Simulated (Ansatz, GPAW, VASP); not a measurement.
**Ca: 3 runs at one level of theory**

```xyz
1
Lattice="0.0000 2.7942 2.7942 2.7942 0.0000 2.7942 2.7942 2.7942 0.0000" Properties=species:S:1:pos:R:3 pbc="T T T"
Ca    0.0000    0.0000    0.0000
```

Alike in all runs: task single point; functional PBE; k mesh 8 × 8 × 8; occupations gaussian, width 0.1 eV; no spin polarisation; no spin-orbit coupling. Pressure is positive in compression and, in plane waves, holds the error of the finite cutoff.

```json
{"program and potentials": "VASP, PBE PAW files Ca_sv, 520 eV", "plane-wave cutoff (eV)": "520", "notes": "-", "band gap (eV)": "no gap", "pressure (GPa)": "-0.56"}
{"program and potentials": "Ansatz, all-electron LAPW, scalar-relativistic", "plane-wave cutoff (eV)": "-", "notes": "-", "band gap (eV)": "no gap", "pressure (GPa)": "-0.56"}
{"program and potentials": "GPAW, GPAW PAW data sets (gpaw-data 1.2.1)", "plane-wave cutoff (eV)": "600", "notes": "-", "band gap (eV)": "no gap", "pressure (GPa)": "-0.52"}
```

None finds a gap. The pressure spans -0.56 (VASP, PBE PAW files Ca_sv, 520 eV) to -0.52 GPa (GPAW, GPAW PAW data sets (gpaw-data 1.2.1)), with all-electron results at -0.56.

The functional is the same throughout but for its coding, so the spread measures potentials, basis and numerics; runs on potential files found faulty are left out.
